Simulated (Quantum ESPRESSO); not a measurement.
Crystal: ZnS (Wurtzite-6H).

```
CELL_PARAMETERS angstrom
3.81200 0.00000 0.00000
-1.90600 3.30129 0.00000
0.00000 0.00000 18.68999
ATOMIC_POSITIONS crystal
Zn 0.33333 0.66667 0.83333
Zn 0.66667 0.33333 0.33333
Zn 0.66667 0.33333 0.66667
Zn 0.33333 0.66667 0.16667
Zn 0.00000 0.00000 0.50000
Zn 0.00000 0.00000 0.00000
S 0.33333 0.66667 0.95833
S 0.66667 0.33333 0.45833
S 0.66667 0.33333 0.79167
S 0.33333 0.66667 0.29167
S 0.00000 0.00000 0.62500
S 0.00000 0.00000 0.12500
```

* Program: Quantum ESPRESSO 7.5
* Task: single point
* Functional: PBE
* Potentials or basis: SSSP 1.3 efficiency PBE
* Cutoff: 748 eV
* Density cutoff: 5987 eV
* k mesh: 8 × 8 × 2
* Occupations: fermi-dirac, width 0.05 eV
* Spin: no spin polarisation

On this cell: pressure 2.2 GPa; largest force 0.030 eV/Å; band gap on the k mesh 2.16 eV, direct.

The same run follows on a disturbed copy (atoms moved at random, drawn with an rms of 0.05 Å):

```
CELL_PARAMETERS angstrom
3.81200 0.00000 0.00000
-1.90600 3.30129 0.00000
0.00000 0.00000 18.68999
ATOMIC_POSITIONS crystal
Zn 0.32928 0.65785 0.83269
Zn 0.66986 0.32603 0.33231
Zn 0.66144 0.33516 0.66366
Zn 0.33240 0.67276 0.16646
Zn 0.00386 0.00408 0.49906
Zn 0.00418 0.00725 0.00148
S 0.33697 0.66607 0.95964
S 0.67533 0.34077 0.45539
S 0.65908 0.33064 0.79245
S 0.33099 0.67368 0.29064
S 0.99461 0.98980 0.62586
S 0.01096 0.00362 0.12645
```

Question: What does the disturbed cell give?

Answer: The energy moves by +6.3 meV/atom; pressure 2.3 GPa; largest force 0.636 eV/Å; band gap on the k mesh 2.09 eV, direct.

Forces in eV/Å, atoms in the order of the input:
```
Zn  -0.160  0.132  0.241
Zn  -0.241  0.273 -0.219
Zn   0.128 -0.280  0.557
Zn   0.315 -0.075  0.000
Zn   0.062  0.045 -0.007
Zn   0.078 -0.153 -0.070
S   -0.084  0.150 -0.175
S   -0.084 -0.081  0.453
S    0.190 -0.130 -0.378
S    0.282 -0.282  0.115
S   -0.129  0.318 -0.417
S   -0.357  0.082 -0.099
```

Stress tensor (GPa, compression positive):
```
 2.07 -0.09  0.08
-0.09  2.83 -0.01
 0.08 -0.01  1.91
```

Caveats: the cell's inner coordinates are idealised or old, which leaves forces on the atoms.

A k mesh can miss the band edges.
